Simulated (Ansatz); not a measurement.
**33S nuclear quadrupole resonance in SnS**

Cell: an entry of the Crystallography Open Database (COD), ions relaxed with PBE at fixed cell.

```cif
data_SnS
_symmetry_space_group_name_H-M 'Pnma'
_symmetry_Int_Tables_number 62
_cell_length_a 11.2000
_cell_length_b 3.9870
_cell_length_c 4.3340
_cell_angle_alpha 90.000
_cell_angle_beta 90.000
_cell_angle_gamma 90.000
loop_
_atom_site_label
_atom_site_type_symbol
_atom_site_symmetry_multiplicity
_atom_site_Wyckoff_symbol
_atom_site_fract_x
_atom_site_fract_y
_atom_site_fract_z
Sn Sn 4 c 0.1191 0.2500 0.1173
S S 4 c 0.8528 0.2500 0.4766
```

One atom of each set is listed.

Computed with Ansatz: DFT, PBE, plane waves and PAW (field gradients read without the response of the frozen cores, which leaves them typically 4 to 6 % off), scalar-relativistic, 420 eV cutoff, Γ-centred 3×7×7 k-points, Fermi–Dirac smearing 0.02 eV.

33S: I = 3/2, Q = -69.40 mb (year-2017 value). Static lattice, zero field.

Task: At which frequencies do the 33S NQR lines lie?

Result: For I = 3/2 there is one line, ν = (|C_Q|/2)(1 + η²/3)^½.

| site | atoms | V_zz (10²¹ V/m²) | C_Q (MHz) | η | line frequencies (MHz) |
| --- | --- | --- | --- | --- | --- |
| S | 4 | -3.03 | 5.09 | 0.00 | 2.54 |

Without spin–orbit coupling (the program notes it for Sn) the gradients can shift somewhat, as the gap is small.
